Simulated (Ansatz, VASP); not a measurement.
**Sb in VASP and in Ansatz**

The input INCAR:

```
SYSTEM = Sb
PREC = Accurate
ENCUT = 520
EDIFF = 1E-6
ISMEAR = -1
SIGMA = 0.05
LREAL = .False.
LASPH = .True.
NELM = 60
ALGO = Normal
ISIF = 2
LWAVE = .False.
LCHARG = .False.
GGA = PE
NBANDS = 8
```

Contents of KPOINTS:

```
regular mesh
0
Gamma
  10 10 10
  0 0 0
```

The input POSCAR:

```
Sb
1.0
   -1.8331395369      1.8331395369      1.8331395369
    1.8331395369     -1.8331395369      1.8331395369
    1.8331395369      1.8331395369     -1.8331395369
Sb
1
Direct
    0.0000000000      0.0000000000      0.0000000000
```

Contents of input.yaml:

```yaml
crystal:
  lattice:
    - [-1.8331395369, 1.8331395369, 1.8331395369]
    - [1.8331395369, -1.8331395369, 1.8331395369]
    - [1.8331395369, 1.8331395369, -1.8331395369]
  atoms:
    - { symbol: Sb, position: [0.0, 0.0, 0.0] }
kpoints:
  mp_grid: { grid: [10, 10, 10] }
scf:
  occupations: { method: fermi_dirac, width: 0.05 }
hamiltonian:
  xc: pbe
  pseudopotentials: { kind: all_electron, lapw: { basis_error: 0.0005 } }
output:
  forces: true
  stress: true
  eigenvalues: true
```

Change from the starting cell: volume scaled by 0.94.

Alike in both runs: task single point; functional PBE; k mesh 10 × 10 × 10; occupations fermi-dirac, width 0.05 eV; no spin polarisation.

|  | VASP | Ansatz |
| --- | --- | --- |
| version | VASP 6.6.1 | Ansatz 0.2.0 |
| potentials or method | VASP PAW PBE potentials, release 64 (Sb) | all-electron LAPW, scalar-relativistic |
| plane-wave cutoff (eV) | 520 | see its input |

```csv
,VASP,Ansatz,Ansatz less VASP
gap on the k mesh at the Fermi level (eV),none,none,-
pressure (GPa),8.1,8.2,+0.12
```

A gap of «none» marks a metal or a gap that the smearing closes. Ansatz ran all-electron here, so the differences hold the error of VASP's frozen core and of both bases.

The runs have no spin-orbit coupling, so splittings on Sb are missing.
